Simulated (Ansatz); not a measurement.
A family in space group Im-3m

Theory: DFT, PBE, all-electron LAPW, scalar-relativistic in Ansatz 0.2.0.

All cells have space group Im-3m and are held fixed (conventional cell and sites). Prototypes and MP cells are computed structures that needn't be known or stable phases of these compounds. Gaps are the smallest over the k mesh and a high-symmetry path; Bader charges come from PAW runs of the same cells. Open d or f shells run without spin or U come out metallic where the real compound may not be. Semilocal functionals give too small gaps and can close them; gaps under 0.4 eV may also close off the mesh.

No spin–orbit coupling, which matters for the heavy atoms here.

Sc: a = 3.68 Å, b = 3.68 Å, c = 3.68 Å; Sc 2a (0.000 0.000 0.000); 13×13×13 mesh, smearing 0.05 eV, bcc type, relaxed by us
Ir: a = 3.11 Å, b = 3.11 Å, c = 3.11 Å; Ir 2a (0.000 0.000 0.000); 19×19×19 mesh, smearing 0.08 eV, bcc type, relaxed by us
Be: a = 2.50 Å, b = 2.50 Å, c = 2.50 Å; Be 2a (0.000 0.000 0.000); 20×20×20 mesh, smearing 0.05 eV, bcc type, relaxed by us
Nb: a = 3.33 Å, b = 3.33 Å, c = 3.33 Å; Nb 2a (0.000 0.000 0.000); 15×15×15 mesh, smearing 0.03 eV, COD 4111969, reported, may be off
I: a = 4.15 Å, b = 4.15 Å, c = 4.15 Å; I 2a (0.000 0.000 0.000); 14×14×14 mesh, smearing 0.03 eV, bcc type, relaxed by us
Mo: a = 3.14 Å, b = 3.14 Å, c = 3.14 Å; Mo 2a (0.000 0.000 0.000); 16×16×16 mesh, smearing 0.05 eV, COD 9011605, reported, may be off

```
compound  P (GPa)  gap (eV)
      Sc      0.0      none
      Ir     -0.1      none
      Be      0.0      none
       I      0.0      none
      Mo      4.6      none
```

Predict the row of Nb (no spin polarisation).

P (GPa): -2.5, gap (eV): none.
